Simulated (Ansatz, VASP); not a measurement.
One calculation of Mo, two programs

```
Mo
1.0
    -1.57550    1.57550    1.57550
     1.57550   -1.57550    1.57550
     1.57550    1.57550   -1.57550
Mo
1
Direct
  0.00000 0.00000 0.00000
```

Alike in both runs: functional r2SCAN; k mesh 16 × 16 × 16; occupations fermi-dirac, width 0.15 eV; no spin polarisation.

Ansatz relaxed the structure, and its values are those at the end. VASP's run is a single point on that final structure, the one shown.

```csv
,VASP,Ansatz
version,VASP 6.6.1,Ansatz 0.2.0
potentials or method,"VASP PAW PBE potentials, release 64 (Mo_sv)","scalar-relativistic, plane waves, PAW"
plane-wave cutoff (eV),520,500
valence electrons in the cell,14,14
```

```csv
,VASP,Ansatz,Ansatz less VASP
gap on the k mesh at the Fermi level (eV),none,none,-
pressure (GPa),1.1,0.0,-1.07
```

A gap of «none» marks a metal or a gap that the smearing closes.

Caveats: the PAW data sets were made with another functional, which shifts forces and pressure a little (VASP).
